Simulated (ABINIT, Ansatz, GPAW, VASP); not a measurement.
## One calculation of Al2Pt, 4 ways

```xyz
3
Lattice="0.0000 2.9550 2.9550 2.9550 0.0000 2.9550 2.9550 2.9550 0.0000" Properties=species:S:1:pos:R:3 pbc="T T T"
Pt    0.0000    0.0000    0.0000
Al    4.4325    4.4325    4.4325
Al    1.4775    1.4775    1.4775
```

Alike in all runs: task single point; functional PBEsol; k mesh 8 × 8 × 8; occupations fermi-dirac, width 0.05 eV; no spin polarisation; no spin-orbit coupling. Pressure is positive in compression and, in plane waves, holds the error of the finite cutoff.

```
                           program and potentials  plane-wave cutoff (eV)                                                               notes  band gap (eV)  pressure (GPa)
   Ansatz, all-electron LAPW, scalar-relativistic                       -                                                                   -         no gap           -0.93
  ABINIT, PseudoDojo NC SR PBEsol v0.4.1 standard                    1143                              8 valence electrons an atom on average         no gap           -1.02
GPAW, PAW data sets generated for this functional                     600                           7.33 valence electrons an atom on average         no gap           -0.48
               VASP, PBE PAW files Al, Pt, 520 eV                     520  potentials made for PBE; 5.33 valence electrons an atom on average         no gap           -0.99
```

None finds a gap. The pressure spans -1.02 (ABINIT, PseudoDojo NC SR PBEsol v0.4.1 standard) to -0.48 GPa (GPAW, PAW data sets generated for this functional), with all-electron results at -0.93.

Differences between rows come from potentials, basis sets and numerical settings, since the functional is the same but for its coding. Runs on potential files found faulty are left out.
